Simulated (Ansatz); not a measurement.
Al under changes of volume

One of the cells (16.603 Å³/atom); the others are scaled copies at fixed shape and fractional positions:

```
CELL_PARAMETERS angstrom
0.00000 2.02481 2.02481
2.02481 0.00000 2.02481
2.02481 2.02481 0.00000
ATOMIC_POSITIONS crystal
Al 0.00000 0.00000 0.00000
```

| Quantity | Value |
| --- | --- |
| Program | Ansatz 0.2.0 |
| Functional | r2SCAN |
| Dispersion | D3(BJ) |
| Potentials or basis | Ansatz PAW |
| Cutoff | 500 eV (not typed: the program's choice for these potentials) |
| k mesh | 11 × 11 × 11 |
| Occupations | fermi-dirac, width 0.05 eV |
| Spin | no spin polarisation |

| volume (Å³/atom) | energy over the lowest point (meV/atom) | pressure (GPa) |
| --- | --- | --- |
| 15.607 | 0.00 | 0.3 |
| 15.939 | 1.44 | -1.6 |
| 16.271 | 6.66 | -3.4 |
| 16.603 | 15.28 | -4.9 |
| 16.935 | ? | ? |
| 17.267 | 41.33 | -7.5 |
| 17.599 | 58.14 | -8.6 |

What does the run at 16.935 Å³/atom give?

Energy over the lowest point 26.94 meV/atom; pressure -6.3 GPa.

Worked out: A Birch-Murnaghan fit of order 3 (a polynomial in V^(-2/3)) to the other rows has its minimum at 15.65 Å³/atom with B0 = V·E''(V) = 95 GPa and B' = 4.3. It gives 26.94 meV/atom at 16.935 Å³/atom, against the run's 26.94, and -dE/dV = -6.3 GPa, against -6.3.

Energies are extrapolated to zero smearing.

Caveats: pairwise dispersion overbinds metals, which lowers pressure and volume; the PAW data sets come from PBE, with cores solved anew for the run's functional, which leaves a small shift of forces and pressure; the dispersion damping was fitted for another functional or another form of the correction.
